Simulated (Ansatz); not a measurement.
Al3As: balancing the decomposition

These are results of Ansatz, DFT PBE, scalar-relativistic, plane waves, PAW, not measurements. Settings: cutoff 420 eV, Γ-centred meshes spaced at most about 0.3 Å⁻¹, and about 0.25 Å⁻¹ or finer for metals (2π included), Gaussian smearing. No spin polarisation.

Formation energies are uncorrected and refer to the elements' standard structures at the same level.

These are static total energies at zero pressure. The reference form of As is held partly by dispersion forces, which this level lacks.

A trial structure of Al3As (reached from: MnCo3 type (Pm-3m); relaxed: space group Pm-3m (No. 221), a = 4.128 Å) has a formation energy of 0.112 eV/atom. At its composition the lowest mixture among the elements and 1 reference phase computed alike (others may be missing) consists of these:

| phase | source | ΔE_f (eV/atom) |
| --- | --- | --- |
| Al (solid) | element | 0.000 |
| AlAs (F-43m) | COD | -0.487 |

Question: Write the balanced decomposition and find its energy per atom, per formula unit and per mole of formula units.

Answer: Balancing Al and As gives Al3As → 2 Al + AlAs. The left side holds 4 atoms, and the products take 2/4 (Al) and 2/4 (AlAs) of them. The mixture therefore lies at 2/4 × (0.000) + 2/4 × (-0.487) = -0.244 eV/atom. The reaction energy is -0.244 − (0.112) = -0.356 eV/atom. Times 4 atoms that is -1.424 eV per Al3As, and times 96.485 it is -137 kJ per mole of Al3As. Decomposition is downhill, so the trial structure is unstable against this mixture.
